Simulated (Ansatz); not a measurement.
# Se (P3_221)

The calculation used DFT PBE+D3(BJ), scalar-relativistic, plane waves, PAW (Ansatz 0.2.0).

Cutoff 420 eV; k points 12×12×8 on the computed 3-atom cell (Γ-centred); Gaussian smearing, width 0.02 eV; no spin polarisation.

The structure is relaxed at this level of theory with its symmetry kept.

```
Se
1.0
     4.06639    0.00000    0.00000
    -2.03319    3.52160    0.00000
     0.00000    0.00000    5.12810
Se
3
Direct
  0.24744 0.00000 0.16667
  0.00000 0.24744 0.83333
  0.75256 0.75256 0.50000
```

**Question.** Kohn–Sham band gap?

**Answer.** 0.47 eV.

**Question.** Löwdin character of the top 1 eV of the valence band?

**Answer.** Se 4p 94 %.

**Question.** Löwdin character of the lowest 1 eV of the conduction band?

**Answer.** Se 4p 90 %, unprojected 4 %.

**Question.** Bader charges (e)?

**Answer.** Se (3 in the cell) 0.00.